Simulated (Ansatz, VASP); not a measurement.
Sr in VASP and in Ansatz

Contents of INCAR:

```
PREC = Accurate
ENCUT = 520
EDIFF = 1E-8
ISMEAR = -1
SIGMA = 0.05
LREAL = F
LASPH = T
NELM = 100
ALGO = Fast
ISIF = 2
LWAVE = F
LCHARG = F
GGA = PE
LEFG = T
NBANDS = 11
```

Contents of KPOINTS:

```
Automatic mesh
0
Gamma
  13 13 13
```

Contents of POSCAR:

```
Sr
1.0
    3.9086584584      0.0000000000      0.0000000000
    0.0000000000      3.9086584584      0.0000000000
    0.0000000000      0.0000000000      3.7340946713
Sr
1
Direct
    0.0000000000      0.0000000000      0.0000000000
```

Input for Ansatz:

```yaml
crystal:
  lattice:
    - [3.9086584584, 0.0, 0.0]
    - [0.0, 3.9086584584, 0.0]
    - [0.0, 0.0, 3.7340946713]
  atoms:
    - { symbol: Sr, position: [0.0, 0.0, 0.0] }
kpoints:
  mp_grid: { grid: [13, 13, 13] }
scf:
  occupations: { method: fermi_dirac, width: 0.05 }
hamiltonian:
  xc: pbe
  pseudopotentials: { kind: paw }
output:
  forces: true
  stress: true
  eigenvalues: true
  efg: { contact_densities: true }
  write_density: true
  write_potential: true
  elf: true
  volumetric_format: npy
```

Change from the starting cell: z stretched by -3 % at fixed volume, PAW files.

Alike in both runs: task electric field gradients; functional PBE; k mesh 13 × 13 × 13; occupations fermi-dirac, width 0.05 eV; no spin polarisation.

|  | VASP | Ansatz |
| --- | --- | --- |
| version | VASP 6.6.1 | Ansatz 0.2.0 |
| potentials or method | VASP PAW PBE potentials, release 64 (Sr_sv) | PAW with Ansatz's default frozen-core files, scalar-relativistic |
| plane-wave cutoff (eV) | 520 | 420 |
| valence electrons in the cell | 10 | 10 |

```tsv
	VASP	Ansatz	Ansatz less VASP
pressure (GPa)	0.0	0.0	0.00
largest component of the traceless stress (GPa)	1.12	1.12	-0.001
Vzz of the field gradient on the site that differs most (V/Å²)	10.9	11.0	+0.07
```

With one functional, cell and mesh, what is left measures potentials, basis and numerics. Ansatz warned: «gradients_without_spin_orbit».
